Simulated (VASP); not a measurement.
All values below come from PBE GGA, VASP's PBE PAW potentials (set 64) (plane waves; VASP 6.6.1).

A VASP calculation is set up with these files.

File POSCAR:
```
ZnTe
1
    0.0000000000     3.0500000000     3.0500000000
    3.0500000000     0.0000000000     3.0500000000
    3.0500000000     3.0500000000     0.0000000000
Zn Te
1 1
Direct
  0.0000000000   0.0000000000   0.0000000000
  0.2500000000   0.2500000000   0.2500000000
```

### KPOINTS
```
K-points
0
gamma
  6 6 6
```

### INCAR
```
# general
SYSTEM =ZnTe
PREC   =Normal
ENCUT  =500   # plane-wave cut-off (eV)
LREAL  =.FALSE.
LASPH  =.TRUE.   # aspherical one-centre terms
NBANDS =128

# electronic loop
EDIFF  =1E-8   # SCF stop (eV)
NELM   =1
ALGO   =Exact

# smearing
ISMEAR =0   # Gaussian
SIGMA  =0.01

# functional
GGA    =PE

# output
LWAVE  =.TRUE.
LCHARG =.FALSE.

# other
LOPTICS=.TRUE.
```

POTCAR, in this order: Zn_sv_GW Te_GW (PBE.64 set). Program: vasp_std. Read from the step before: WAVECAR.

The resulting files:

### OSZICAR
```
       N       E                     dE             d eps       ncg     rms          rms(c)
DIA:   1    -0.519055200469E+01   -0.51906E+01    0.00000E+00     0   0.000E+00
   1 F= -.51905520E+01 E0= -.51905520E+01  d E =0.000000E+00
 imaginary and real dielectric function
```

**OUTCAR**
```


 plasma frequency squared (from intraband transitions) (eV^2)
  --------------------------------------------------------------------------------------
       0.000       0.000       0.000
       0.000       0.000       0.000
       0.000       0.000       0.000

 plasma frequency squared (from interband transitions, int dw w eps(2)(w)) (eV^2)
  --------------------------------------------------------------------------------------
     390.857       0.000       0.000      -0.000       0.000       0.000
       0.000       0.000     390.857       0.000       0.000      -0.000
       0.000      -0.000       0.000       0.000     390.857       0.000
```
(Selected blocks of OUTCAR.)

### OUTCAR
```
 val. band max:        3.9883127566   @ k =   0.0000   0.0000   0.0000

 cond. band min:       5.2326061829   @ k =   0.0000   0.0000   0.0000



 k-point     1 :       0.0000    0.0000    0.0000
  band No.  band energies     occupation
      1    -121.7220      2.00000
      2     -75.9079      2.00000
      3     -75.9077      2.00000
      4     -75.9077      2.00000
      5      -7.8051      2.00000
      6      -2.9099      2.00000
      7      -2.9098      2.00000
      8      -2.9098      2.00000
      9      -2.6768      2.00000
     10      -2.6768      2.00000
     11       3.9883      2.00000
     12       3.9883      2.00000
     13       3.9883      2.00000
     14       5.2326      0.00000
     15       8.3878      0.00000
     16       8.3878      0.00000
     17       8.3879      0.00000
     18      11.2904      0.00000
     19      13.6933      0.00000
     20      13.6933      0.00000
     21      14.5902      0.00000
     22      14.5902      0.00000
     23      14.5902      0.00000
     24      17.4700      0.00000
     25      25.5930      0.00000
     26      25.5930      0.00000
     27      25.5930      0.00000
     28      27.5786      0.00000
     29      27.5786      0.00000
     30      27.5787      0.00000
     31      28.4150      0.00000
     32      28.4151      0.00000
     33      28.4151      0.00000
     34      29.1660      0.00000
     35      29.1660      0.00000
     36      34.2903      0.00000
     37      34.8051      0.00000
     38      34.8051      0.00000
     39      34.8051      0.00000
     40      35.5867      0.00000
     41      38.9880      0.00000
     42      38.9882      0.00000
     43      38.9882      0.00000
     44      40.3420      0.00000
     45      40.3420      0.00000
     46      40.3421      0.00000
     47      40.5090      0.00000
     48      40.5090      0.00000
     49      40.7269      0.00000
     50      40.7269      0.00000
     51      40.7269      0.00000
     52      40.9517      0.00000
...
```

The density is held fixed in this step, so its total energy and stress have no physical meaning. Unless said otherwise, spin-orbit coupling is left out, though it shifts the bands of the heavy elements here.

The compound is ZnTe in the zinc blende structure. The cell was not relaxed at this level.
